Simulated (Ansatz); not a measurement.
**AlN: computed properties**

Theory: DFT PBE, scalar-relativistic, plane waves, PAW (Ansatz).

Plane waves to 420 eV, a k mesh through Γ of 9×9×6 on the computed 4-atom cell and Gaussian smearing (0.02 eV); no spin polarisation.

The structure is relaxed at this level of theory with its symmetry kept. This form isn't the usual stable structure of the compound.

```
Al N
1.0
     3.31430    0.00000    0.00000
    -1.65715    2.87027    0.00000
     0.00000    0.00000    4.18686
Al N
2 2
Direct
  0.33333 0.66667 0.75000
  0.66667 0.33333 0.25000
  0.33333 0.66667 0.25000
  0.66667 0.33333 0.75000
```

**Question.** Formation energy from the elements' standard states (uncorrected)?

**Answer.** -1.255 eV/atom.

**Question.** Kohn–Sham band gap?

**Answer.** 3.25 eV, direct at Γ.

**Question.** Löwdin character of the top 1 eV of the valence band?

**Answer.** N 2p 94 %.

**Question.** Löwdin character of the lowest 1 eV of the conduction band?

**Answer.** Al 3s 32 %, Al 3p 29 %, N 2s 24 %, N 2p 8 %, unprojected 7 %.

**Question.** Electron masses at the edge by Cartesian direction of the standard setting (m_e; degenerate bands sorted by energy; no spin-orbit coupling)?

**Answer.** x: 0.30; y: 0.30; z: 0.31.

**Question.** Hole masses at the edge by Cartesian direction of the standard setting (m_e; degenerate bands sorted by energy; no spin-orbit coupling)?

**Answer.** x: 0.94; y: 0.94; z: 0.27.

**Question.** Bulk modulus?

**Answer.** 198 GPa.

**Question.** Its pressure derivative?

**Answer.** 4.4.

**Question.** Electronic dielectric constant xx, yy, zz of the standard setting (independent particles)?

**Answer.** 4.7, 4.7, 5.1.

**Question.** Bader charges (e)?

**Answer.** Al (2 in the cell) 2.46, N (2 in the cell) -2.46.

An odd mesh misses points on the zone edge, so a gap read on it can be too wide.